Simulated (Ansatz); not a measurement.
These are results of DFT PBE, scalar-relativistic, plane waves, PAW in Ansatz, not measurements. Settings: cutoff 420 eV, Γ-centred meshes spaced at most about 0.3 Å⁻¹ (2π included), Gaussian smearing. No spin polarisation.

These are static total energies at zero pressure.

Compare these two cells of Si5Ge, each relaxed at this level.

A.

```
Si Ge
1.0
     3.89799    0.00000    0.00000
    -1.94899    3.37575    0.00000
     0.00000    0.00000    9.54547
Si Ge
5 1
Cartesian
  0.0000 0.0000 2.4239
  1.9490 1.1253 3.1986
  0.0000 2.2505 8.7107
  1.9490 1.1253 5.5694
  0.0000 2.2505 6.3481
  0.0000 0.0000 9.5448
```

B.

```
Si Ge
1.0
     3.89863    0.00000    0.00000
    -1.94932    3.37632    0.00000
     0.00000    0.00000   19.09221
Si Ge
10 2
Direct
  0.33333 0.66667 0.76770
  0.66667 0.33333 0.72696
  0.00000 0.00000 0.56206
  0.66667 0.33333 0.60281
  0.00000 0.00000 0.43794
  0.33333 0.66667 0.39719
  0.66667 0.33333 0.23230
  0.33333 0.66667 0.27304
  0.66667 0.33333 0.10844
  0.33333 0.66667 0.89156
  0.00000 0.00000 0.06506
  0.00000 0.00000 0.93494
```

**Question.** Which is lower in energy, and by how much?

**Answer.** They are level within the accuracy (2 meV/atom apart, with B the lower in these runs). A has Si and Ge ordered on diamond sites, space group P3m1 (No. 156), 20.9 Å³/atom and a gap of 0.60 eV on its mesh; B has Si and Ge ordered on diamond sites, space group P-3m1 (No. 164), 20.9 Å³/atom and a gap of 0.54 eV. Counting Si atoms around Ge (those within 1.25 times the shortest such distance or 1.15 times the sum of covalent radii, 1.27 where that leaves under three), A has Ge 4 and B has Ge 3. In A, Si on its first site is surrounded by 3 Si at 2.38 Å and 1 Ge at 2.42 Å; Si on its second site is surrounded by 4 Si at 2.37–2.38 Å; around Ge lie 4 Si at 2.40–2.42 Å; 3 more sites not described. In B, Si on its first site has 4 Si at 2.36–2.38 Å; Si on its second site is surrounded by 4 Si at 2.37–2.38 Å; around Ge lie 3 Si at 2.40 Å and 1 Ge at 2.48 Å; 3 more sites not described. Both come from invented guesses.

Kohn–Sham gaps at this level usually fall short of measured ones. Cells relaxed within their symmetry can be saddle points.
